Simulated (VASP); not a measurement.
Sc: density of states with PBE

The system is Sc.

```xyz
1
Lattice="0.0000 2.3094 2.3094 2.3094 0.0000 2.3094 2.3094 2.3094 0.0000" Properties=species:S:1:pos:R:3 pbc="T T T"
Sc    0.0000    0.0000    0.0000
```

The cell was built by a generator and needn't be a form met in nature.

```
Program                 : VASP 6.6.1
Task                    : density of states
Functional              : PBE
Potentials or basis     : VASP PAW PBE potentials, release 64 (Sc_sv)
Cutoff                  : 520 eV
k mesh                  : 16 × 16 × 16
Occupations             : gaussian, width 0.05 eV
Spin                    : no spin polarisation
Dipole correction       : no
k mesh for the DOS      : 24 × 24 × 24
Occupations for the DOS : tetrahedron
Further INCAR settings  : ALGO = Normal; EDIFF = 1e-07; NBANDS = 12
```

The valence electrons inside the program's atomic spheres are Sc 9.39.

Levels at points of the mesh, in eV from the Fermi level:
| k point | band 3 | band 4 | band 5 | band 6 | band 7 | band 8 |
| --- | --- | --- | --- | --- | --- | --- |
| (0.00, 0.00, 0.00) | -27.85 | -27.85 | -5.19 | 1.59 | 1.59 | 1.59 |
| (0.50, 0.00, 0.00) | -27.90 | -27.90 | -1.76 | 0.23 | 1.48 | 1.48 |
| (0.50, 0.50, 0.00) | -27.99 | -27.99 | -1.52 | -0.62 | 1.92 | 3.85 |

States per cell in windows of 0.5 eV (zero at the Fermi level; states under -8 eV left out):
```
from (eV)  total  Sc1_d  Sc1_p  Sc1_s
     -8.0   0.00   0.00   0.00   0.00
     -7.5   0.00   0.00   0.00   0.00
     -7.0   0.00   0.00   0.00   0.00
     -6.5   0.00   0.00   0.00   0.00
     -6.0   0.00   0.00   0.00   0.00
     -5.5   0.01   0.00   0.00   0.00
     -5.0   0.04   0.00   0.00   0.01
     -4.5   0.07   0.00   0.00   0.02
     -4.0   0.10   0.00   0.00   0.03
     -3.5   0.12   0.00   0.01   0.03
     -3.0   0.15   0.01   0.01   0.03
     -2.5   0.22   0.03   0.02   0.04
     -2.0   0.36   0.08   0.02   0.05
     -1.5   0.49   0.17   0.03   0.04
     -1.0   0.49   0.21   0.03   0.02
     -0.5   0.97   0.51   0.06   0.01
      0.0   0.89   0.47   0.07   0.00
      0.5   0.95   0.57   0.05   0.01
      1.0   0.80   0.53   0.03   0.01
      1.5   0.92   0.73   0.01   0.00
      2.0   0.84   0.69   0.01   0.00
      2.5   0.95   0.80   0.01   0.00
      3.0   0.84   0.75   0.01   0.00
      3.5   1.45   1.34   0.01   0.00
      4.0   0.53   0.46   0.02   0.01
      4.5   0.36   0.27   0.02   0.01
      5.0   0.26   0.17   0.03   0.01
      5.5   0.17   0.09   0.02   0.01
      6.0   0.08   0.03   0.01   0.01
      6.5   0.43   0.20   0.03   0.10
      7.0   0.28   0.11   0.03   0.05
      7.5   0.24   0.08   0.03   0.04
```

Wall time 64 s on 1 thread of Intel(R) Xeon(R) Platinum 8488C (Sapphire Rapids), on a shared host, peak memory 0.22 GiB.
